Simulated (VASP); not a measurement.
Input of a VASP 6.6.1 run:

File INCAR:

```
SYSTEM = CdTe
  ALGO = Normal
  EDIFF = 1E-7
  ENCUT = 520
  GGA = PE
  ISIF = 2
  ISMEAR = 0
  LASPH = .True.
  LCHARG = .False.
  LREAL = .False.
  LWAVE = .False.
  NBANDS = 16
  NELM = 60
  PREC = Accurate
  SIGMA = 0.1
```

The input KPOINTS:

```
k-points
0
Gamma
  6 6 6
  0 0 0
```

Contents of POSCAR:

```
CdTe
1.0
    0.0000000000      2.9384720922      2.9384720922
    2.9384720922      0.0000000000      2.9384720922
    2.9384720922      2.9384720922      0.0000000000
Cd Te
1 1
Direct
    0.0000000000      0.0000000000      0.0000000000
    0.5000000000      0.5000000000      0.5000000000
```

Potentials or basis: VASP PAW PBE potentials, release 64 (Cd, Te).

Launch:

```bash
$ cat potpaw_PBE.64/Cd/POTCAR potpaw_PBE.64/Te/POTCAR > POTCAR
$ mpirun -np 1 vasp_std > vasp.out
```

Task: What does it give for the pressure?

Result: 8.2 GPa.

Task: Predict the band gap on the k mesh.

Result: None (metal or under the smearing width).

The run has no spin-orbit coupling, so splittings on Te are missing.
